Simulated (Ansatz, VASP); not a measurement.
SnO2 (Cassiterite) in VASP and in Ansatz

```
Sn O
1.0
     4.73800    0.00000    0.00000
     0.00000    4.73800    0.00000
     0.00000    0.00000    3.18650
Sn O
2 4
Direct
  0.50000 0.50000 0.50000
  0.00000 0.00000 0.00000
  0.80710 0.19290 0.50000
  0.69290 0.69290 0.00000
  0.19290 0.80710 0.50000
  0.30710 0.30710 0.00000
```

Alike in both runs: task single point; functional PBE; k mesh 6 × 6 × 8; occupations gaussian, width 0.015 eV; no spin polarisation.

|  | VASP | Ansatz |
| --- | --- | --- |
| version | VASP 6.6.1 | Ansatz 0.2.0 |
| potentials or method | VASP PAW PBE potentials, release 64 (Sn_d, O) | Ansatz PAW |
| plane-wave cutoff (eV) | 520 | 420 |
| valence electrons in the cell | 52 | 52 |

|  | VASP | Ansatz | Ansatz less VASP |
| --- | --- | --- | --- |
| gap on the k mesh at the Fermi level (eV) | 1.27 | 1.28 | +0.010 |
| least direct gap on the mesh (eV) | 1.27 | 1.28 | +0.010 |
| pressure (GPa) | 11.8 | 11.1 | -0.73 |
| largest component of the traceless stress (GPa) | 2.20 | 1.97 | -0.234 |
| rms of the force components (eV/Å) | 0.139 | 0.130 | -0.0091 |

Atom by atom the forces differ by 0.009 eV/Å (rms over components).

Caveats: spin-orbit coupling is left out, which moves the levels of the heavy elements; the pressure holds a Pulay correction of +0.8 GPa for the finite cutoff (Ansatz). A hybrid or GW would open this gap; PBE tends to underestimate it.
